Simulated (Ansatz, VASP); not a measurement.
Given: the input of a run of Ansatz 0.2.0 on GaN.

The input input.yaml:

```yaml
crystal:
  lattice:
    - [0.0, 2.2535006075, 2.2535006075]
    - [2.2535006075, 0.0, 2.2535006075]
    - [2.2535006075, 2.2535006075, 0.0]
  atoms:
    - { symbol: Ga, position: [0.0, 0.0, 0.0] }
    - { symbol: "N", position: [0.25, 0.25, 0.25] }
hamiltonian:
  xc: pbe
  pseudopotentials: { kind: paw }
kpoints:
  mp_grid: { grid: [10, 10, 10] }
scf:
  occupations: { method: gaussian, width: 0.013 }
output:
  forces: true
  stress: true
  eigenvalues: true
```

Potentials or basis: Ansatz PAW.

Run with:

```sh
$ ansatz run input.yaml --threads 2 --pin off --max-ram 5632MiB --backend cpu --events-out ev --progress --plain --runs-dir out
```

Question: Set up the same calculation for VASP 6.6.1. Potentials there: VASP PAW PBE potentials, release 64 (Ga_d, N).

Answer: As run (the cutoff follows the program's own potentials):

Contents of INCAR:

```
  PREC = Accurate
  ENCUT = 520
  EDIFF = 1E-7
  ISMEAR = 0
  SIGMA = 0.013000000000000001
  LREAL = False
  LASPH = True
  NELM = 60
  ALGO = Normal
  ISIF = 2
  LWAVE = False
  LCHARG = False
  GGA = PE
  NBANDS = 16
```

Contents of KPOINTS:

```
regular mesh
0
Gamma
  10 10 10
```

Contents of POSCAR:

```
GaN
1.0
    0.0000000000      2.2535006075      2.2535006075
    2.2535006075      0.0000000000      2.2535006075
    2.2535006075      2.2535006075      0.0000000000
Ga N
1 1
Direct
    0.0000000000      0.0000000000      0.0000000000
    0.2500000000      0.2500000000      0.2500000000
```

Potentials or basis: VASP PAW PBE potentials, release 64 (Ga_d, N).

The run is started by

```sh
$ cat potpaw_PBE.64/Ga_d/POTCAR potpaw_PBE.64/N/POTCAR > POTCAR
$ mpirun -np 1 vasp_std > vasp.out
```

Both were run:

|  | VASP | Ansatz | Ansatz less VASP |
| --- | --- | --- | --- |
| gap on the k mesh at the Fermi level (eV) | 1.72 | 1.72 | -0.008 |
| least direct gap on the mesh (eV) | 1.72 | 1.72 | -0.008 |
| pressure (GPa) | 5.1 | 5.0 | -0.04 |

The functional is the same, so the differences come from potentials, cutoffs and numerics.

Caveats: the pressure holds a Pulay correction of +0.5 GPa for the finite cutoff (Ansatz). A hybrid or GW would open this gap; PBE tends to underestimate it.
